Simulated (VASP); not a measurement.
Wanted: the native input for a VASP 6.6.1 run.

- Task: band structure
- Functional: PBEsol
- Potentials or basis: VASP PAW PBE potentials, release 64 (Rb_sv, Br)
- Cutoff: 520 eV
- k mesh: 7 × 7 × 7
- Occupations: fermi-dirac, width 0.05 eV
- Spin: no spin polarisation
- Further INCAR settings: ALGO = Normal; EDIFF = 1e-07; NBANDS = 15

The structure of RbBr lies in POSCAR:

```
RbBr
1.0
    0.0000000000      3.4270000000      3.4270000000
    3.4270000000      0.0000000000      3.4270000000
    3.4270000000      3.4270000000      0.0000000000
Rb Br
1 1
Direct
    0.0000000000      0.0000000000      0.0000000000
    0.5000000000      0.5000000000      0.5000000000
```

One way to write it, as run:

INCAR

```
  PREC = Accurate
  ENCUT = 520
  EDIFF = 1E-7
  ISMEAR = -1
  SIGMA = 0.05
  LREAL = False
  LASPH = True
  NELM = 80
  ALGO = Normal
  ISIF = 2
  LWAVE = False
  LCHARG = False
  GGA = PS
  NBANDS = 15
```

KPOINTS

```
Automatic mesh
0
Gamma
  7 7 7
```

KPOINTS_OPT

```
path GXWKGLUWLK,UX
20
line-mode
reciprocal
 0.0000000000  0.0000000000  0.0000000000  G
 0.5000000000  0.0000000000  0.5000000000  X

 0.5000000000  0.0000000000  0.5000000000  X
 0.5000000000  0.2500000000  0.7500000000  W

 0.5000000000  0.2500000000  0.7500000000  W
 0.3750000000  0.3750000000  0.7500000000  K

 0.3750000000  0.3750000000  0.7500000000  K
 0.0000000000  0.0000000000  0.0000000000  G

 0.0000000000  0.0000000000  0.0000000000  G
 0.5000000000  0.5000000000  0.5000000000  L

 0.5000000000  0.5000000000  0.5000000000  L
 0.6250000000  0.2500000000  0.6250000000  U

 0.6250000000  0.2500000000  0.6250000000  U
 0.5000000000  0.2500000000  0.7500000000  W

 0.5000000000  0.2500000000  0.7500000000  W
 0.5000000000  0.5000000000  0.5000000000  L

 0.5000000000  0.5000000000  0.5000000000  L
 0.3750000000  0.3750000000  0.7500000000  K

 0.6250000000  0.2500000000  0.6250000000  U
 0.5000000000  0.0000000000  0.5000000000  X
```

Potentials or basis: VASP PAW PBE potentials, release 64 (Rb_sv, Br).

Command:

```sh
$ cat potpaw_PBE.64/Rb_sv/POTCAR potpaw_PBE.64/Br/POTCAR > POTCAR
$ mpirun -np 1 vasp_std > vasp.out
```

It gave:

The pressure is 0.0 GPa, the band gap on the k mesh is 4.21 eV, direct and the band gap along the path is 4.21 eV, direct.

Caveat: the PAW data sets were made with another functional, which shifts forces and pressure a little.

It took 65 s on 1 thread of Intel(R) Xeon(R) 6975P-C (Granite Rapids) (shared host), peak memory 0.23 GiB.
